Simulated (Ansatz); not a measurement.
BN: random displacements

Theory: DFT r2SCAN, scalar-relativistic, plane waves, PAW (Ansatz). Cutoff 500 eV, Γ-centred 12×12×4 k-points, Gaussian smearing of 0.05 eV. No spin polarisation. Energies are free energies at this smearing, counted from the undisturbed cell; pressure is positive in compression.

The undisturbed cell (relaxed at this level):

```
CELL_PARAMETERS angstrom
2.50098 0.00000 0.00000
-1.25049 2.16591 0.00000
0.00000 0.00000 6.87416
ATOMIC_POSITIONS crystal
B 0.33333 0.66667 0.25000
B 0.66667 0.33333 0.75000
N 0.33333 0.66667 0.75000
N 0.66667 0.33333 0.25000
```

The cell holds layers and no dispersion correction was added, so their binding is poorly described.

The atoms are displaced (Å, in the unstrained cell):

```
atom ux uy uz
  B1  -0.369   0.057   0.017
  B2   0.244   0.348  -0.004
  N3   0.084  -0.398   0.206
  N4   0.041  -0.007  -0.219
```

The cell is not strained.

Problem. What are the energy change, the stress and the forces?

Solution. ΔE = 1905.1 meV/atom; stress (xx, yy, zz, yz, xz, xy; compression positive) (121.09, 62.02, 0.52, 8.30, 31.43, 20.95) GPa; gap on the mesh 1.41 eV.
```tsv
atom	Fx (eV/Å)	Fy	Fz
B1	12.93	8.76	-0.70
B2	-20.35	0.60	-0.95
N3	20.37	-0.59	0.85
N4	-12.94	-8.76	0.80
```

Cost: 1 run of about 0.39 core-minutes, on Intel Xeon Platinum 8488C (Sapphire Rapids) (shared hosts).